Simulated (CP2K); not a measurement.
A run of CP2K 2026.2 is set up as follows.

File cs_bands.inp:

```
&GLOBAL
  PROJECT cs_bands
  RUN_TYPE ENERGY_FORCE
  PRINT_LEVEL LOW
&END GLOBAL
&FORCE_EVAL
  METHOD QS
  STRESS_TENSOR ANALYTICAL
  &DFT
    BASIS_SET_FILE_NAME BASIS_MOLOPT_UZH
    POTENTIAL_FILE_NAME POTENTIAL_UZH
    &MGRID
      CUTOFF 675
      REL_CUTOFF 60
      NGRIDS 4
    &END MGRID
    &QS
      METHOD GPW
      EPS_DEFAULT 1.0E-9
    &END QS
    &KPOINTS
      SCHEME MONKHORST-PACK 6 6 6
      GAMMA_CENTERED T
      SYMMETRY T
      SYMMETRY_BACKEND SPGLIB
    &END KPOINTS
    &SCF
      SCF_GUESS ATOMIC
      EPS_SCF 1.0E-6
      MAX_SCF 100
      ADDED_MOS 8
      CHOLESKY OFF
      EPS_EIGVAL 1.0E-7
      &DIAGONALIZATION ON
        ALGORITHM STANDARD
      &END DIAGONALIZATION
      &MIXING ON
        METHOD BROYDEN_MIXING
        ALPHA 0.4
        BETA 1.5
        NBUFFER 8
      &END MIXING
      &SMEAR ON
        METHOD FERMI_DIRAC
        ELECTRONIC_TEMPERATURE [K] 580.226
      &END SMEAR
    &END SCF
    &XC
      &XC_FUNCTIONAL
        &MGGA_X_R2SCAN
        &END MGGA_X_R2SCAN
        &MGGA_C_R2SCAN
        &END MGGA_C_R2SCAN
      &END XC_FUNCTIONAL
    &END XC
    &PRINT
      &KPOINTS ON
      &END KPOINTS
      &MULLIKEN ON
      &END MULLIKEN
      &MO ON
        ENERGIES T
        OCCUPATION_NUMBERS T
        &EACH
          QS_SCF 0
        &END EACH
        ADD_LAST NUMERIC
      &END MO
      &BAND_STRUCTURE
        FILE_NAME bands.bs
        ADDED_MOS 6
        &KPOINT_SET
          UNITS B_VECTOR
          NPOINTS 8
          SPECIAL_POINT GAMMA 0.00000000 0.00000000 0.00000000
          SPECIAL_POINT H 0.50000000 -0.50000000 0.50000000
          SPECIAL_POINT N 0.00000000 0.00000000 0.50000000
          SPECIAL_POINT GAMMA 0.00000000 0.00000000 0.00000000
          SPECIAL_POINT P 0.25000000 0.25000000 0.25000000
          SPECIAL_POINT H 0.50000000 -0.50000000 0.50000000
        &END KPOINT_SET
        &KPOINT_SET
          UNITS B_VECTOR
          NPOINTS 8
          SPECIAL_POINT P 0.25000000 0.25000000 0.25000000
          SPECIAL_POINT N 0.00000000 0.00000000 0.50000000
        &END KPOINT_SET
      &END BAND_STRUCTURE
    &END PRINT
  &END DFT
  &SUBSYS
    &CELL
      A 5.4186604360 0.0000000000 0.0000000000
      B -1.8062201453 5.1087620524 0.0000000000
      C -1.8062201453 -2.5543810262 4.4243177192
      PERIODIC XYZ
    &END CELL
    &COORD
      Cs  0.0000000000 0.0000000000 0.0000000000
    &END COORD
    &KIND Cs
      BASIS_SET TZVP-MOLOPT-SCAN-GTH-q9
      POTENTIAL GTH-SCAN-q9
    &END KIND
    &PRINT
      &ATOMIC_COORDINATES ON
      &END ATOMIC_COORDINATES
      &CELL ON
      &END CELL
    &END PRINT
  &END SUBSYS
  &PRINT
    &FORCES ON
    &END FORCES
    &STRESS_TENSOR ON
    &END STRESS_TENSOR
  &END PRINT
&END FORCE_EVAL
```

Potentials or basis: POTENTIAL_UZH Cs GTH-SCAN-q9; TZVP-MOLOPT-SCAN-GTH basis.

Command:

```bash
$ OMP_NUM_THREADS=1 cp2k.psmp -i cs_bands.inp -o cs_bands.out
```

(1) Estimate the band gap on the k mesh.

(2) What does it give for the pressure?

Answers

(1) none (metal or under the smearing width).

(2) 0.0 GPa.

Caveat: spin-orbit coupling is left out, which moves the levels of the heavy elements; the basis of atomic orbitals isn't converged, which shifts pressures, moduli and gaps.
